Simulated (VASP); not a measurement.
A run of VASP 6.6.1:

File POSCAR:

```
MoS2
1.0
    3.1841260822      0.0000000000      0.0000000000
   -1.5920630411      2.7575340760      0.0000000000
    0.0000000000      0.0000000000     17.3345999500
Mo S
1 2
Direct
    0.0000000000      0.0000000000      0.0000000000
    0.3333333333      0.6666666667      0.9105070200
    0.3333333333      0.6666666667      0.0894929800
```

Contents of INCAR.step1:

```
SYSTEM = MoS2
PREC = Accurate
ENCUT = 520
EDIFF = 1E-6
ISMEAR = 0
SIGMA = 0.02
LREAL = .FALSE.
LASPH = .TRUE.
NELM = 80
ALGO = Normal
ISIF = 2
LWAVE = .FALSE.
LCHARG = .TRUE.
LMAXMIX = 4
GGA = PS
```

File KPOINTS.step1:

```
regular mesh
0
G
  10 10 2
  0 0 0
```

File INCAR.step2:

```
SYSTEM = MoS2
PREC = Accurate
ENCUT = 520
EDIFF = 1E-6
ISMEAR = 0
SIGMA = 0.05
LREAL = .FALSE.
LASPH = .TRUE.
NELM = 80
ALGO = Normal
ISIF = 2
LWAVE = .FALSE.
LCHARG = .FALSE.
LMAXMIX = 4
GGA = PS
ICHARG = 11
```

File KPOINTS.step2:

```
path GMKGALHA,LM,KH
10
line-mode
reciprocal
 0.0000000000  0.0000000000  0.0000000000  G
 0.5000000000  0.0000000000  0.0000000000  M

 0.5000000000  0.0000000000  0.0000000000  M
 0.3333333333  0.3333333333  0.0000000000  K

 0.3333333333  0.3333333333  0.0000000000  K
 0.0000000000  0.0000000000  0.0000000000  G

 0.0000000000  0.0000000000  0.0000000000  G
 0.0000000000  0.0000000000  0.5000000000  A

 0.0000000000  0.0000000000  0.5000000000  A
 0.5000000000  0.0000000000  0.5000000000  L

 0.5000000000  0.0000000000  0.5000000000  L
 0.3333333333  0.3333333333  0.5000000000  H

 0.3333333333  0.3333333333  0.5000000000  H
 0.0000000000  0.0000000000  0.5000000000  A

 0.5000000000  0.0000000000  0.5000000000  L
 0.5000000000  0.0000000000  0.0000000000  M

 0.3333333333  0.3333333333  0.0000000000  K
 0.3333333333  0.3333333333  0.5000000000  H
```

Potentials or basis: VASP PAW PBE potentials, release 64 (Mo_sv, S).

The run is started by

```console
$ cat potpaw_PBE.64/Mo_sv/POTCAR potpaw_PBE.64/S/POTCAR > POTCAR
$ cp INCAR.step1 INCAR
$ cp KPOINTS.step1 KPOINTS
$ mpirun -np 1 vasp_std > vasp.out
$ cp INCAR.step2 INCAR
$ cp KPOINTS.step2 KPOINTS
$ mpirun -np 1 vasp_std > vasp.out
```

Hardware: 1 thread of AMD EPYC 9R45 (Zen 5) (shared host).

Q: Estimate the wall time of this run.

A: Run time: 2.3 min on 1 thread of AMD EPYC 9R45 (Zen 5) (shared host), peak memory 0.37 GiB. Counts: scf iterations 8, k points 90.
